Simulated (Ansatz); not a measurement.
Consider WS2/WS2 (multilayer of trigonal-prismatic sheets).

The cell holds 6 atoms: 2 W and 4 S. Cell: a = 3.157 Å, b = 3.157 Å, c = 41.700 Å, α = 90.0°, β = 90.0°, γ = 120.0°. Regions: layer 1 (WS2), 3 atoms (1 W and 2 S); layer 2 (WS2), 3 atoms (1 W and 2 S). Vacuum lies along c.

```xyz
6
Lattice="3.1569 0.0000 0.0000 -1.5784 2.7340 0.0000 0.0000 0.0000 41.7000" Properties=species:S:1:pos:R:3
W     0.0000    1.8226   17.8086
S     1.5784    0.9113   19.3832
S     1.5784    0.9113   16.2321
W     1.5784    0.9113   23.8914
S     0.0000    1.8226   25.4679
S     0.0000    1.8226   22.3168
```

The structure was relaxed with PBE-D3(BJ). At the settings of the band run the largest force is still 0.12 eV/Å. The runs that relaxed it are not among those shown. Spin-orbit coupling is left out unless a run names it. PAW set soft_2, made with PBE.

Gaps computed with Ansatz 0.2.0 without a self-energy: PBE 1.35 eV and HSE06 1.92 eV.

Estimate the G0W0@PBE gap with 9×9×1 mesh, 478 empty bands, screening to 70 eV, default PAW files.

About 1.94 eV: on its mesh the run moves the gap from 1.45 eV by +0.59 eV, and the mesh misses the edges by 0.10 eV. Among the scalar-relativistic levels given, HSE06 is nearest (−0.02 eV). Bands and cutoff are finite, so the gap is not at the basis limit. The miss can reach some tenths of an eV and take either sign; the mesh is an error of its own. The mesh in the plane is coarse for a sheet; gap and any exciton binding can still move on denser ones. The many-body steps are scalar-relativistic: spin-orbit coupling is not in them.

[Paths, hosts, dates, memory and timing lines, banners, echoed tables and standing remarks are left out of the program output.]

[Logs are printed without paths, hosts, clocks, repeated set-up lines and the standing remarks that a program may print on its own settings, such as how far it seeks lower states.]

[Runs of the session that timed out or met a known fault of the program may be left out.]

[Cells called generated may have been cut or substituted from an entry of the Crystallography Open Database or the Materials Project.]

[Hosts, paths, dates, database ids (printed as entryN), source tags and the programs' standing remarks are cut or masked in the printed files.]
